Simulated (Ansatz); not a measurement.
**HfH3 (Pm-3m): supercell folding check, by script**

Aim: a supercell folding check, for HfH3 (Pm-3m), run from a script.

All numbers are computed with the Python package of Ansatz 0.2.0. Level of theory: DFT LDA, plane waves, PAW.

### Step 1. The structure

It takes space group Pm-3m (No. 221, cubic). The conventional cell has a = 3.085 Å, b = 3.085 Å, c = 3.085 Å, α = 90.00°, β = 90.00°, γ = 90.00°. Hf (site symmetry m-3m) is surrounded by 12 H at 2.18 Å. H (site symmetry 4/mmm) is surrounded by 4 Hf at 2.18 Å and 8 H at 2.18 Å.

The script holds or builds the structure itself.

### Step 2. The script

The input, fold_hfh3.py:

```python
"""A supercell of HfH3 must give the energy of the small cell."""

import warnings

import ansatz as az


def main() -> None:
    warnings.simplefilter("ignore", az.DeckWarning)

    lattice = az.Lattice.of(
        [3.08455, 0.0, 0.0],
        [0.0, 3.08455, 0.0],
        [0.0, 0.0, 3.08455],
    )
    sites = [
        ("Hf", [0.0, 0.0, 0.0]),
        ("H", [0.0, 0.5, 0.5]),
        ("H", [0.5, 0.0, 0.5]),
        ("H", [0.5, 0.5, 0.0]),
    ]
    crystal = az.Crystal(lattice=lattice)
    for symbol, position in sites:
        crystal = crystal.atom(symbol, position)

    # the mesh shrinks as the cell grows, so that all cells sample the same points
    mesh = (6, 6, 6)
    rows = []
    for repeats in [(1, 1, 1), (1, 1, 2)]:
        base = (
            crystal.supercell(*repeats).calculation()
            .occupations("methfessel_paxton")
            .accuracy("medium")
            .functional("lda")
            .pseudopotentials("paw")
            .basis(14 * az.Ha)
            .kpoints(*(k // n for k, n in zip(mesh, repeats)))
        )
        report = base.run(threads=1).report
        n = len(report["lattice"]["sites"])
        rows.append((repeats, n, report["free_energy_ev"] / n, report["fermi_energy_ev"], report["n_kpoints"], report["n_symmetry_ops"]))
    lines = [",".join(["repeats", "atoms", "F/atom eV", "Fermi level eV", "k-points", "symmetry operations"])] + [",".join(f"{v:.4f}" if isinstance(v, float) else str(v) for v in row) for row in rows]
    print("\n".join(lines))
    with open("fold.csv", "w") as handle:
        handle.write("\n".join(lines) + "\n")


if __name__ == "__main__":
    main()
```

### Step 3. Launch

Started as:

```console
$ python fold_hfh3.py
```

Output:

```text
repeats,atoms,F/atom eV,Fermi level eV,k-points,symmetry operations
(1, 1, 1),4,-3881.2513,16.3361,20,48
(1, 1, 2),8,-3881.2513,16.3361,20,32
```

It took 2.4 s on 1 thread of Arm Neoverse V1, shared host; peak memory 0.37 GiB.

### Step 4. What the script built

Run 2 starts from these 8 atoms:

```xyz
8
Lattice="3.085 0.000 0.000 0.000 3.085 0.000 0.000 0.000 6.169" Properties=species:S:1:pos:R:3 pbc="T T T"
Hf    0.000    0.000    0.000
H     0.000    1.542    1.542
H     1.542    0.000    1.542
H     1.542    1.542    0.000
Hf    0.000    0.000    3.085
H     0.000    1.542    4.627
H     1.542    0.000    4.627
H     1.542    1.542    3.085
```

Lines on the test bed's own set-up are left out of the output.

### Step 5. Run by run

One row for each of the 2 runs:

| run | system | k mesh | energy from run 1 (meV/atom) | SCF cycles | CPU time (s) |
| --- | --- | --- | --- | --- | --- |
| 1 | HfH3 (4 atoms) | [6, 6, 6] | 0.00 | 6 | 0.53 |
| 2 | HfH3 (8 atoms) | [6, 6, 3] | 0.00 | 6 | 1.2 |

Energies are free energies F = E - TS of the smeared occupations. 

### Step 6. Results

```
                   quantity      value
              runs compared          2
largest difference per atom  0.000 meV
```

What this shows: Cells and meshes that sample the same points give the same energy per atom. Notes:
- The cutoff lies under the one recommended for these potentials.
- No spin polarisation was allowed.
- The mesh is modest for a metal, so energies can be off by several to tens of meV an atom and pressures by half a GPa or more; differences at equal mesh fare better.
- Spin-orbit coupling, which matters for elements this heavy, is left out.
- The structure comes from a database of computed cells and needn't be a stable or known phase.
- The count of operations in a supercell holds its pure translations too, and an uneven repeat can lower the point group.
